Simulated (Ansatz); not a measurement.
# Lattice dynamics of BeS (F-43m), part 2 of 2

Aim: the phonons of BeS (F-43m) at a cell relaxed beforehand at this level. After the zone centre comes a 4×4×4 q mesh on a 8×8×8 k mesh.

Ansatz 0.2.0; DFT LDA, scalar-relativistic, plane waves, PAW; PAW set soft_1.

So far. Step 2 (Modes at Γ): Before it was imposed, the acoustic sum rule was missed by 1.5e-5 eV/Å² and the charge sum rule by 5.7e-6 e. Small misses are needed for a sound result but don't prove that mesh and cutoff are converged. The lowest optical mode is real, 593 cm⁻¹.

The database entry behind the starting cell differs from later determinations by our own check (0.1 to 0.3 % short, probably kX units), so it need not match the best structure at ambient conditions.

**3. The dispersion**

Stability and thermal properties need the whole zone. Linear response on a 4×4×4 q mesh gives force constants as far as a supercell of that size would, and the tensors from the zone-centre run are typed in so that the long-range dipole term is interpolated apart.

input.yaml reads:

```yaml
crystal:
  lattice:
    - [0.0, 2.3980410809, 2.3980410809]
    - [2.3980410809, 0.0, 2.3980410809]
    - [2.3980410809, 2.3980410809, 0.0]
  atoms:
    - { symbol: Be, position: [0.0, 0.0, 0.0] }
    - { symbol: S, position: [0.25, 0.25, 0.25] }
kpoints:
  mp_grid: { grid: [8, 8, 8] }
hamiltonian:
  xc: lda
  pseudopotentials: { kind: paw, azcp: { folder: soft_1 }, xc_functional: pbe }
scf:
  occupations: { method: fixed }
output:
  eigenvalues: true
phonons:
  method: dfpt
  qmesh: [4, 4, 4]
  temperatures: { t_max: 1000, t_step: 50 }
  qpath:
    path:
      - [[0.0, 0.0, 0.0], [-0.5, -0.5, 0.0], [-0.375, -0.375, 0.25]]
      - [[-0.375, 0.0, 0.375], [0.0, 0.0, 0.0], [0.0, 0.0, 0.5], [-0.5, -0.25, 0.25], [-0.5, -0.5, 0.0]]
    npoints: 10
  non_analytic_term:
    high_frequency_dielectric_tensor: [[5.4282, 0.0, 0.0], [0.0, 5.4282, 0.0], [0.0, 0.0, 5.4282]]
    born_effective_charges:
      - { species: Be, tensor: [[1.5393, 0.0, 0.0], [0.0, 1.5393, 0.0], [0.0, 0.0, 1.5393]] }
      - { species: S, tensor: [[-1.5393, 0.0, 0.0], [0.0, -1.5393, 0.0], [0.0, 0.0, -1.5393]] }
    source: "zone-centre run at this cell"
```

Command:

```sh
ansatz run input.yaml --threads 4 --pin off --max-ram 10240MiB --backend cpu --events-out ev --progress --plain --runs-dir out
```

Numbers of over 12 decimals in the logs are rounded to 6 here.

What it wrote:

```text
Warning: phonons: the dynamical matrix that this run interpolates holds no multipole term above the dipole-dipole one, and a site of this crystal is no centre of inversion, so its interpolated transverse optical and acoustic branches and sound speeds can stay off near Gamma, and the density of states and the thermodynamics with them. What a run solves at a wave vector of phonons.qpoints, Gamma apart, where the deck admits one, is free of this, and under fd what a larger phonons.supercell samples
[...]
Crystal: 2 atoms, lattice volume = 27.580 Å³
Basis set: ecut = 420 eV, 537 PW (Γ), exchange–correlation on 48×48×48 points (8 copies of the dense FFT grid, shifted against one another)
Bands: 8, of which v1, the nominal top of the filled ones, is band 4 counted from 1 (3 counted from 0)
Symmetry: 24 space group operations
k-points: 29 of 512 (time reversal used)
[...]
SCF iter   1: F=—  HF=-960.233455 eV  |F-HF|=—  |Δ(HF+E_count)|=         —  Δρ=4.61e-2  dr2=5.71e-1  ethr=3.10e-3  ⟨swp⟩=4.8  Hψ=1697  notcnv=0  defer=39
[...]
SCF iter   8: F=-960.018554 eV  HF=-960.018554 eV  |F-HF|=0.00e0  |Δ(HF+E_count)|=  7.96e-12  Δρ=3.11e-8  dr2=2.97e-13  ethr=1.00e-12  ⟨swp⟩=7.6  Hψ=1430  notcnv=0
SCF 1 converged in 8 iterations: F = -960.018554 eV  dr2 = 2.97e-13
[...]
NSCF: frozen V_eff on 29 k-points
[...]
DFPT response loops at q = (0, 0, 0) (fractional): preconditioner auto → none (the input reference at scf.mixing.eps_inf says where Resta's filter doesn't serve); β = 0.50; Broyden in place of MSR1
[...]
SCF converged after 8 iterations
Free energy (F): -960.018554 eV
[...]
Internal energy: -960.018554 eV  (E = F + TS)
E sigma→0 (E₀):  -960.018554 eV
Fermi energy:    5.554626 eV
[...]
--- Band table (eV; the first three rows and the last of 29) ---
[...]
--- Phonons (Γ-DFPT): 2 representative perturbations + reference (Σ response iterations 6) ---
  ASR residual: 5.770e-6 → 0.000e0 eV/Å²; symmetrization residual: 1.309e-7 eV/Å²
  ASR residual per site (eV/Å²): 5.77e-6 9.87e-7
  Γ frequencies (cm⁻¹): 0.00 0.00 0.00 592.74 592.74 592.74
--- Phonons (arbitrary-q DFPT): 8 irreducible q on the 4×4×4 mesh ---
  q = [0.0000, 0.0000, 0.0000] (star 1, of the zone-centre solve; hermiticity 2.88e-8, symmetrization 9.77e-16): -0.00 -0.00 0.00 592.74 592.74 592.74
  q = [0.0000, 0.0000, 0.2500] (star 8, 2 solved perturbations on 288 of 512 k-point pairs; hermiticity 1.57e-8, symmetrization 1.29e-14): 124.55 124.55 258.56 580.16 580.16 658.51
[...]
q = [0.0000, 0.2500, 0.2500] (star 6, 4 solved perturbations in 528 linear systems a pass and spin channel, the states on 164 of 512 k-point pairs; hermiticity 3.96e-8, symmetrization 7.01e-15): 173.42 173.42 262.47 561.53 561.53 676.97
[...]
sum rule: each row above includes the acoustic sum rule's correction from the zone centre's row sums; it moved no ω² by more than (0.42 cm⁻¹)²
  mesh force constants: q→R imaginary residual 1.33e-18; ASR residual 5.770e-6 → 0.000e0 eV/Å²; symmetrization residual 8.882e-15 eV/Å²
  interpolated dispersion: 63 rows × 6 modes
  density of states and harmonic sums: on the 24×24×24 q-mesh, interpolated from the force constants of a 4×4×4 supercell (with the dipole–dipole term of supplied tensors)
  largest difference from the sums on the solved wave vectors: F 8.65e-3 eV, S 1.27e-5 and C_V 4.00e-6 eV/K
  zero-point energy: 0.154760 eV/cell   skipped modes (ω ≤ 0): 3   left out of the sums: 3.62e-5 of the cell's modes: C_V's classical limit lies that fraction below 3 k_B per atom; for a crystal, a wire or a layer, F and S can be off by more, and a phonons.interpolated_qmesh denser along its periods is the remedy for the sampling
```

Run time: 19 s. Hardware: 4 threads of Arm Neoverse V1, shared host; peak memory 0.51 GiB; 71 s of CPU time.

This step gave:

| Item | Value |
| --- | --- |
| sum-rule residual before enforcement | 5.77e-6 eV/Å² |
| lowest frequency on the path | 0 cm⁻¹ |
| highest frequency on the path or at a solved wavevector | 679.7 cm⁻¹ |
| mean frequency | 416.1 cm⁻¹ |
| Debye temperature (second moment) | 842 K |
| logarithmic mean frequency | 369.6 cm⁻¹ |
| lowest mode on the q mesh (acoustic modes at Γ apart) | 124.5 cm⁻¹ |
| zero-point energy per atom | 77.38 meV |
| heat capacity at 300 K | 17.75 J/(mol atoms K) |
| vibrational entropy at 300 K | 14.86 J/(mol atoms K) |
| edges of the widest gap between branches, on path and mesh | 377.5, 540.8 cm⁻¹ |

Frequencies (cm⁻¹) solved at each irreducible wavevector; negative means imaginary. Frequencies by wavevector, by row:

| q in reciprocal lattice units | star | mode 1 | mode 2 | mode 3 | mode 4 | mode 5 | mode 6 |
| --- | --- | --- | --- | --- | --- | --- | --- |
| 0 0 0 | 1 | 0 | 0 | 0 | 592.7 | 592.7 | 592.7 |
| 0 0 0.25 | 8 | 124.5 | 124.5 | 258.6 | 580.2 | 580.2 | 658.5 |
| 0 0 -0.5 | 4 | 162.4 | 162.4 | 374.6 | 575.2 | 575.2 | 630.1 |
| 0 0.25 0.25 | 6 | 173.4 | 173.4 | 262.5 | 561.5 | 561.5 | 677 |
| 0 0.25 -0.5 | 24 | 205.6 | 260.9 | 342.8 | 553.9 | 559.8 | 629.3 |
| 0 0.25 -0.25 | 12 | 181.4 | 256.6 | 314.8 | 565.4 | 572.4 | 615.2 |
| 0 -0.5 -0.5 | 3 | 229.6 | 229.6 | 377.5 | 540.8 | 540.8 | 674.5 |
| 0.25 -0.5 -0.25 | 6 | 271.8 | 281.8 | 335.9 | 547.8 | 571.8 | 591.3 |

Interpolated from a 4×4×4 q mesh, with the LO-TO term (at Γ the limit along the path; where Γ stands inside the path, tables give the limit on arrival). Phonon branches along the path, in cm⁻¹:

| point | branch 1 | branch 2 | branch 3 | branch 4 | branch 5 | branch 6 |
| --- | --- | --- | --- | --- | --- | --- |
| Γ | 0 | 0 | 0 | 593 | 593 | 680 |
| halfway | 173 | 173 | 262 | 562 | 562 | 677 |
| X | 230 | 230 | 378 | 541 | 541 | 674 |
| halfway | 227 | 253 | 369 | 543 | 543 | 659 |
| U | 220 | 294 | 348 | 547 | 548 | 628 |
| jump to K | 220 | 294 | 348 | 547 | 548 | 628 |
| halfway | 146 | 204 | 271 | 576 | 580 | 639 |
| Γ | 0 | 0 | 0 | 593 | 593 | 680 |
| halfway | 125 | 125 | 259 | 580 | 580 | 658 |
| L | 162 | 162 | 375 | 575 | 575 | 630 |
| halfway | 206 | 251 | 355 | 556 | 575 | 606 |
| W | 272 | 282 | 336 | 548 | 572 | 591 |
| halfway | 250 | 251 | 361 | 545 | 547 | 644 |
| X | 230 | 230 | 378 | 541 | 541 | 674 |

The phonon branches as a text plot (rows in cm⁻¹):

```
    666 |***************         ************                 ***
    637 |               ***    **            *******         *
    609 |                  ****                     *****  **
    581 |******              *******************************
    552 |      ****************                      ************
    524 |
    496 |
    467 |
    439 |
    411 |
    382 |           ****                        ****           **
    354 |         **    ***                    *    *****   ***
    326 |        *         ****               *          ***
    297 |       *        ****  *             *           *
    269 |      *        *    ** *           *          *******
    241 |           ****       * *                   ** *     ***
    212 |    **  ***    *****   *          *        * **
    184 |      **            **   **               ***
    156 |   ***                ***        *   *****
    127 |  *                     ****    *  **
     99 |   *                     ***      *
     71 | **                        **  * *
     42 | *                          *   *
     14 |*                            ***
         Γ           X  U|K            Γ         L        W     X
```

Tetrahedra on a 24×24×24 mesh, mean over bins of 10 cm-1. Interpolated from a 4×4×4 q mesh. Phonon density of states against wavenumber; read off at these points:

| wavenumber (cm⁻¹) | phonon density of states (1/cm⁻¹/cell) |
| --- | --- |
| 5 | 0 |
| 25 | 8.0e-5 |
| 45 | 3.2e-4 |
| 65 | 7.2e-4 |
| 75 | 9.8e-4 |
| 95 | 0.00168 |
| 115 | 0.00269 |
| 135 | 0.0043 |
| 155 | 0.00763 |
| 175 | 0.0133 |
| 185 | 0.0141 |
| 205 | 0.0161 |
| 225 | 0.0199 |
| 245 | 0.0136 |
| 265 | 0.0111 |
| 285 | 0.0112 |
| 295 | 0.00706 |
| 315 | 0.00533 |
| 335 | 0.0170 |
| 345 | 0.0227 |
| 355 | 0.0124 |
| 375 | 0.00166 |
| 395 | 0 |
| 405 | 0 |
| 425 | 0 |
| 445 | 0 |
| 465 | 0 |
| 485 | 0 |
| 505 | 0 |
| 515 | 0 |
| 535 | 0 |
| 555 | 0.0400 |
| 575 | 0.0638 |
| 595 | 0.00306 |
| 615 | 0.0189 |
| 625 | 0.0159 |
| 645 | 0.0112 |
| 665 | 0.00997 |
| 685 | 1.0e-5 |

The partial phonon density of states has structure finer than the step of the table below, so its rows give means over 25 cm⁻¹, whole bins alone (the curve runs from -10 to 710 cm⁻¹). Peaks (cm⁻¹: height): Be 574.1: 0.0452, 614.9: 0.0168; S 225.5: 0.0163, 343.2: 0.0206, 574.1: 0.0105.

Phonopy on the run's constants, 21x21x21 mesh, Gaussian sigma 5.1 cm-1. Interpolated from a 4×4×4 q mesh. Table of partial phonon density of states by wavenumber; means over each step; values in 1/cm⁻¹/cell:

| wavenumber (cm⁻¹) | Be | S |
| --- | --- | --- |
| 25 | 2.7e-5 | 9.2e-5 |
| 50 | 1.0e-4 | 3.8e-4 |
| 75 | 2.1e-4 | 7.8e-4 |
| 100 | 4.2e-4 | 0.00153 |
| 125 | 7.3e-4 | 0.00275 |
| 150 | 0.00143 | 0.00556 |
| 175 | 0.00260 | 0.0104 |
| 200 | 0.00302 | 0.0126 |
| 225 | 0.00339 | 0.0146 |
| 250 | 0.00234 | 0.0108 |
| 275 | 0.00185 | 0.00895 |
| 300 | 9.3e-4 | 0.00563 |
| 325 | 6.2e-4 | 0.00906 |
| 350 | 5.9e-4 | 0.0155 |
| 375 | 6.2e-5 | 0.00309 |
| 400 | 0 | 5.6e-6 |
| 425 | 0 | 0 |
| 450 | 0 | 0 |
| 475 | 0 | 0 |
| 500 | 0 | 0 |
| 525 | 9.4e-4 | 2.4e-4 |
| 550 | 0.0284 | 0.00680 |
| 575 | 0.0337 | 0.00786 |
| 600 | 0.00922 | 8.3e-4 |
| 625 | 0.0145 | 8.6e-4 |
| 650 | 0.00988 | 9.9e-4 |
| 675 | 0.00504 | 7.3e-4 |

Second derivatives of the energy by pair, one row for each kind of neighbour of each atom listed. Each entry sums the pair over the periodic images of the supercell that the q mesh stands for, and in a polar crystal it holds the long-range dipole part too. Force constants by pair, by row:

| atom | neighbour | distance (Å) | third of the trace (eV/Å²) | along the pair's line (eV/Å²) |
| --- | --- | --- | --- | --- |
| Be1 | itself | 0 | 10.03 | – |
| Be1 | S | 2.077 | -2.406 | -5.204 |
| Be1 | Be | 3.391 | -0.0062 | -0.6189 |
| Be1 | S | 3.977 | -0.0118 | 0.1258 |
| Be1 | Be | 4.796 | -0.0116 | -0.0832 |
| Be1 | S | 5.226 | 0.0229 | 0.1756 |
| Be1 | Be | 5.874 | -0.0292 | -0.0922 |
| Be1 | S | 6.23 | 0.0108 | 0.0391 |
| Be1 | S | 6.23 | 0.0013 | 0.0309 |
| S2 | itself | 0 | 12.75 | – |
| S2 | Be | 2.077 | -2.406 | -5.204 |
| S2 | S | 3.391 | -0.2488 | -1.044 |
| S2 | Be | 3.977 | -0.0118 | 0.1258 |
| S2 | S | 4.796 | 0.0028 | -0.0411 |
| S2 | Be | 5.226 | 0.0229 | 0.1756 |
| S2 | S | 5.874 | -0.0092 | -0.0484 |
| S2 | Be | 6.23 | 0.0108 | 0.0391 |
| S2 | Be | 6.23 | 0.0013 | 0.0309 |

Harmonic thermodynamic functions per atom, from the density of states. Interpolated from a 4×4×4 q mesh. Thermodynamic functions, by row:

| T (K) | F_vib (meV/atom) | S (J/mol-atom/K) | C_V (J/mol-atom/K) |
| --- | --- | --- | --- |
| 0 | 77.38 | 0 | 0 |
| 50 | 77.34 | 0.354 | 1.162 |
| 100 | 76.69 | 2.406 | 5.369 |
| 200 | 71.08 | 8.598 | 12.98 |
| 300 | 58.87 | 14.86 | 17.75 |
| 400 | 40.55 | 20.36 | 20.35 |
| 500 | 16.94 | 25.07 | 21.81 |
| 600 | -11.2 | 29.13 | 22.69 |
| 700 | -43.27 | 32.67 | 23.25 |
| 800 | -78.79 | 35.8 | 23.63 |
| 900 | -117.4 | 38.6 | 23.89 |
| 1000 | -158.7 | 41.13 | 24.09 |

Harmonic mean-square displacement, third of the trace. Interpolated from a 4×4×4 q mesh. Mean square displacements, by row:

| T (K) | Be1 U_eq (Å²) | S2 U_eq (Å²) |
| --- | --- | --- |
| 0 | 0.00415 | 0.00214 |
| 100 | 0.00451 | 0.00253 |
| 300 | 0.00694 | 0.00501 |
| 600 | 0.0119 | 0.00943 |

Symmetry leaves 8 wavevectors to solve. The lowest mode among them, the acoustic zeros apart, lies at q = (0, 0, 0.25) and is real, 125 cm⁻¹.

**4. Finite displacements in a supercell**

Finite displacements in a 2×2×2 supercell give force constants from forces alone. They are exact at the wavevectors that the supercell holds, where they check the linear-response result.

Edit input.yaml of step 3 so:

```diff
@@ -18,4 +18,4 @@
 phonons:
-  method: dfpt
-  qmesh: [4, 4, 4]
+  method: fd
+  supercell: [2, 2, 2]
   temperatures: { t_max: 1000, t_step: 50 }
```

What it wrote:

```text
[...]
Crystal: 16 atoms, lattice volume = 220.643 Å³
Basis set: ecut = 420 eV, 4285 PW (Γ)
Bands: 48, of which v1, the nominal top of the filled ones, is band 32 counted from 1 (31 counted from 0)
Symmetry: 192 space group operations
k-points: 8 of 64 (time reversal used)
[...]
SCF iter   1: F=—  HF=-7680.148424 eV  |F-HF|=—  |Δ(HF+E_count)|=         —  Δρ=3.20e-8  dr2=3.12e-12  ethr=1.00e-12  ⟨swp⟩=3.0  Hψ=953  notcnv=0
[...]
SCF iter   2: F=-7680.148424 eV  HF=-7680.148424 eV  |F-HF|=1.82e-12  |Δ(HF+E_count)|=    0.00e0  Δρ=1.12e-8  dr2=3.86e-13  ethr=1.00e-12  ⟨swp⟩=3.9  Hψ=991  notcnv=0
SCF 1 converged in 2 iterations: F = -7680.148424 eV  dr2 = 3.86e-13
[...]
Symmetry: 2 space group operations
k-points: 24 of 64 (time reversal used)
iter 1 solved again at ethr=1.23e-8 eV; its pass at ethr=3.10e-3 eV (dr2=7.89e-6 eV) is discarded
[...]
SCF iter   7: F=-7680.148392 eV  HF=-7680.148392 eV  |F-HF|=9.09e-13  |Δ(HF+E_count)|=  8.19e-12  Δρ=1.80e-8  dr2=8.64e-13  ethr=1.00e-12  ⟨swp⟩=7.0  Hψ=5172  notcnv=0
SCF 2 converged in 7 iterations: F = -7680.148392 eV  dr2 = 8.64e-13
[...]
SCF iter   6: F=-7680.148385 eV  HF=-7680.148385 eV  |F-HF|=3.64e-12  |Δ(HF+E_count)|=  1.09e-11  Δρ=4.31e-8  dr2=5.73e-12  ethr=1.00e-12  ⟨swp⟩=7.0  Hψ=5327  notcnv=0
SCF 3 converged in 6 iterations: F = -7680.148385 eV  dr2 = 5.73e-12
[...]
SCF converged after 2 iterations
Free energy (F): -7680.148424 eV
[...]
Internal energy: -7680.148424 eV  (E = F + TS)
E sigma→0 (E₀):  -7680.148424 eV
Fermi energy:    5.554626 eV
[...]
--- Band table (eV; the first three rows and the last of 8) ---
  k-point 0: bands = [... 28 lower, 4.4618, 5.5546, 5.5546, 5.5546, 8.3799, 8.3799, 8.3799, 10.3064, ... 12 higher]
  k-point 1: bands = [... 28 lower, 4.5835, 4.5835, 5.3405, 5.3405, 9.0483, 9.0483, 9.0483, 11.0237, ... 12 higher]
  k-point 2: bands = [... 28 lower, 4.9191, 4.9191, 4.9191, 4.9191, 10.0854, 10.0854, 10.0854, 10.0854, ... 12 higher]
  k-point 7: bands = [... 28 lower, 4.3676, 4.3676, 4.3676, 4.3676, 10.9166, 10.9166, 10.9166, 10.9166, ... 12 higher]
--- Phonons: 2 displaced members + reference (amplitude 0.0025 Å, Σ member SCF iterations 13) ---
  symmetry images taken by strict's conditions (phonons.symmetry_images: auto; settled by the asymmetry read); asymmetry of the core-correction force 1.2e-7 eV/Å at the most on a site, 1.2e-6 eV/Å summed over every site of the supercell
  ASR residual: 2.453e-4 → 0.000e0 eV/Å²; symmetrization residual: 2.936e-5 eV/Å²
  largest component of a force at the reference: 1.6e-16 eV/Å
  ASR residual per site (eV/Å²): 1.43e-5 2.45e-4
  Γ frequencies (cm⁻¹): 0.00 0.00 0.00 592.75 592.75 592.75
[...]
```

The job ended after 8.5 s (4 threads; peak memory 0.63 GiB).

Numbers from this step:

| Property | Result |
| --- | --- |
| atoms in the supercell | 16 |
| sum-rule residual before enforcement | 2.45e-4 eV/Å² |
| highest optical mode at the zone centre (no LO-TO term) | 592.8 cm⁻¹ |
| lowest optical zone-centre mode | 592.8 cm⁻¹ |

Interpolated from a 2×2×2 supercell, rough between the solved points, with the LO-TO term (at Γ the limit along the path; where Γ stands inside the path, tables give the limit on arrival). Phonon branches along the path, in cm⁻¹:

| point | branch 1 | branch 2 | branch 3 | branch 4 | branch 5 | branch 6 |
| --- | --- | --- | --- | --- | --- | --- |
| Γ | 0 | 0 | 0 | 593 | 593 | 680 |
| halfway | 155 | 155 | 264 | 569 | 569 | 678 |
| X | 230 | 230 | 378 | 541 | 541 | 674 |
| halfway | 225 | 251 | 370 | 544 | 547 | 664 |
| U | 213 | 288 | 353 | 553 | 563 | 638 |
| jump to K | 213 | 288 | 353 | 553 | 563 | 638 |
| halfway | 130 | 194 | 271 | 581 | 584 | 648 |
| Γ | 0 | 0 | 0 | 593 | 593 | 680 |
| halfway | 114 | 114 | 256 | 584 | 584 | 659 |
| L | 162 | 162 | 375 | 575 | 575 | 630 |
| halfway | 194 | 248 | 358 | 563 | 588 | 616 |
| W | 263 | 266 | 347 | 546 | 590 | 616 |
| halfway | 246 | 247 | 364 | 544 | 557 | 654 |
| X | 230 | 230 | 378 | 541 | 541 | 674 |

The phonon branches as a text plot (rows in cm⁻¹):

```
    666 |****************        ************                 ***
    637 |                **    **            *******        **
    609 |                  ****                     ********
    581 |*******           **********************************
    552 |       ************                          ***********
    524 |
    496 |
    467 |
    439 |
    411 |
    382 |           ****                        ****          ***
    354 |         **    ****                   *    **********
    326 |        *          ***               *
    297 |       *         ***  *             *
    269 |      *        **   ** *           *          ******
    241 |            ***       * *                    *  *   ****
    212 |    **  ****  *****               *        ** **
    184 |       *           *** * **               ****
    156 |   *  *               * *        *   ******
    127 |  * **                 * ***       **
     99 |   *                    *       * *
     71 | **                      ****    *
     42 | *                         **  **
     14 |*                           ****
         Γ           X  U|K            Γ         L        W     X
```

Tetrahedra on a 22×22×22 mesh, mean over bins of 10 cm-1. Interpolated from a 2×2×2 supercell, rough between the solved points. Phonon density of states against wavenumber; read off at these points:

| wavenumber (cm⁻¹) | phonon density of states (1/cm⁻¹/cell) |
| --- | --- |
| 5 | 1.0e-5 |
| 25 | 1.2e-4 |
| 55 | 7.2e-4 |
| 75 | 0.0014 |
| 95 | 0.00239 |
| 125 | 0.00474 |
| 145 | 0.0075 |
| 165 | 0.0142 |
| 195 | 0.0157 |
| 215 | 0.0162 |
| 225 | 0.0164 |
| 235 | 0.0132 |
| 265 | 0.0106 |
| 285 | 0.00816 |
| 305 | 0.00378 |
| 335 | 0.00952 |
| 345 | 0.0231 |
| 355 | 0.0201 |
| 385 | 0 |
| 405 | 0 |
| 425 | 0 |
| 455 | 0 |
| 475 | 0 |
| 495 | 0 |
| 525 | 0 |
| 545 | 0.017 |
| 565 | 0.0374 |
| 585 | 0.0570 |
| 595 | 0.00269 |
| 615 | 0.0138 |
| 625 | 0.0197 |
| 635 | 0.0161 |
| 665 | 0.0132 |
| 685 | 2.0e-5 |

At Γ the two methods differ by at most 0.0 cm⁻¹.

**5. Results**

```json
{"space group (within 0.01 Å)": "F-43m", "volume per atom": "13.8 Å³", "gap on the k-mesh": "2.83 eV", "highest optical mode at the zone centre (no LO-TO term)": "593 cm⁻¹", "top of the zone-centre spectrum with the field": "680 cm⁻¹", "lowest optical zone-centre mode": "593 cm⁻¹", "mean high-frequency dielectric constant": "5.43", "mean static dielectric constant": "7.14", "largest Born charge (third of the trace)": "1.54 e", "lowest mode on the q mesh (acoustic modes at Γ apart)": "125 cm⁻¹", "highest frequency on the path or at a solved wavevector": "680 cm⁻¹", "zero-point energy per atom": "77.4 meV", "heat capacity at 300 K": "17.8 J/(mol atoms K)", "vibrational entropy at 300 K": "14.9 J/(mol atoms K)", "Debye temperature (second moment)": "842 K", "imaginary modes on the 4×4×4 q mesh": "none"}
```

In words: The structure is a minimum as far as tested: no mode is imaginary at the 8 irreducible wavevectors of the 4×4×4 mesh, and the softest away from the acoustic zeros lies at 125 cm⁻¹. Without the field, the optical modes at Γ form one degenerate level at 593 cm⁻¹. The highest mode in this list at Γ, 592.7 cm⁻¹, is mostly motion of Be (78 % of the kinetic energy). With the macroscopic field of the longitudinal modes the top of the zone-centre spectrum lies at 680 cm⁻¹, against 593 cm⁻¹ without it. Lattice motion raises the mean dielectric constant from 5.428 to 7.138. The strongest infrared line is at 593 cm⁻¹. On the path and the mesh, the widest gap between branches runs from 378 to 541 cm⁻¹. Finite displacements and linear response differ by 0.0 cm⁻¹ in the highest zone-centre mode. The program warns that the interpolation holds no quadrupole term, so branches close to Γ can be off in this crystal. The PAW files were made for PBE and serve the other functionals too. These are harmonic frequencies at zero temperature: anharmonic shifts, linewidths and thermal expansion are left out.

[Logs are printed without paths, hosts, clocks, repeated set-up lines and the standing remarks that a program may print on its own settings, such as how far it seeks lower states.]

[Hosts, paths, dates, database ids (printed as entryN), source tags and the programs' standing remarks are cut or masked in the printed files.]
